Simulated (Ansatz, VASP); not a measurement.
# AlN in VASP and in Ansatz

The input INCAR:

```
SYSTEM = AlN
PREC = Accurate
ENCUT = 520
EDIFF = 1E-6
ISMEAR = 0
SIGMA = 0.02
LREAL = .FALSE.
LASPH = .TRUE.
NELM = 100
ALGO = Fast
ISIF = 2
LWAVE = .FALSE.
LCHARG = .FALSE.
GGA = PS
NBANDS = 16
```

The input KPOINTS:

```
regular mesh
0
G
  12 12 8
  0 0 0
```

File POSCAR:

```
AlN
1.0
    3.3014697576      0.0000000000      0.0000000000
   -1.6507348788      2.8591566799      0.0000000000
    0.0000000000      0.0000000000      4.1398709542
Al N
2 2
Direct
    0.3333333333      0.6666666667      0.7500000000
    0.6666666667      0.3333333333      0.2500000000
    0.3333333333      0.6666666667      0.2500000000
    0.6666666667      0.3333333333      0.7500000000
```

Input for Ansatz:

```yaml
crystal:
  lattice:
    - [3.3014697576, 0.0, 0.0]
    - [-1.6507348788, 2.8591566799, 0.0]
    - [0.0, 0.0, 4.1398709542]
  atoms:
    - { symbol: Al, position: [0.3333333333, 0.6666666667, 0.75] }
    - { symbol: Al, position: [0.6666666667, 0.3333333333, 0.25] }
    - { symbol: "N", position: [0.3333333333, 0.6666666667, 0.25] }
    - { symbol: "N", position: [0.6666666667, 0.3333333333, 0.75] }
basis:
  ecutwfc: 420
kpoints:
  mp_grid: { grid: [12, 12, 8] }
hamiltonian:
  xc: pbesol
  pseudopotentials: { kind: paw, azcp: { folder: soft_1 } }
scf:
  occupations: { method: gaussian, width: 0.02 }
output:
  forces: true
  stress: true
  eigenvalues: true
```

Alike in both runs: task single point; functional PBEsol; k mesh 12 × 12 × 8; occupations gaussian, width 0.02 eV; no spin polarisation.

|  | VASP | Ansatz |
| --- | --- | --- |
| version | VASP 6.6.1 | Ansatz 0.2.0 |
| potentials or method | VASP PAW PBE potentials, release 64 (Al, N) | scalar-relativistic, plane waves, PAW |
| plane-wave cutoff (eV) | 520 | 420 |
| valence electrons in the cell | 16 | 16 |

VASP gave:

```
gap on the k mesh at the Fermi level (eV) : 3.34
least direct gap on the mesh (eV)         : 3.34
pressure (GPa)                            : 0.0
```

Problem. What did Ansatz give for the same quantities?

Solution. gap on the k mesh at the Fermi level (eV): 3.33; least direct gap on the mesh (eV): 3.33; pressure (GPa): 0.0.

With one functional, cell and mesh, what is left measures potentials, basis and numerics. Ansatz warned: «pseudo_functional_mismatch».

Caveats: the PAW data sets were made with another functional, which shifts forces and pressure a little (VASP). PBEsol gaps usually lie below the measured ones, often by a third to a half. A k mesh can miss the band edges.
